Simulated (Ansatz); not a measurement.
System: chalcopyrite CuInS2. Method: r²SCAN (Ansatz, an electronic-structure program, plane waves, PAW).

Settings: plane-wave cutoff 560 eV, 10×10×10 k mesh, Fermi–Dirac smearing 0.01 eV, no spin polarisation, scalar-relativistic PAW data made under PBE.

Equation-of-state points:

```
V (Å³/atom)  E − E_lowest (meV/atom)
-----------  -----------------------
20.363                          8.43
20.787                          2.02
21.212                          0.00
21.636                          1.88
22.060                          7.22
```

Task: Estimate the bulk modulus and its pressure derivative from these points.

Result: V0 = 21.212 Å³/atom, B0 = 73.6 GPa, B′ = 4.8 (fit to the energies at full precision).

Shape and atoms are relaxed at each volume.

Note: the bulk modulus comes from volumes at which shape and atoms were relaxed.

Spin–orbit coupling is not included.

Computed values are for the static lattice.
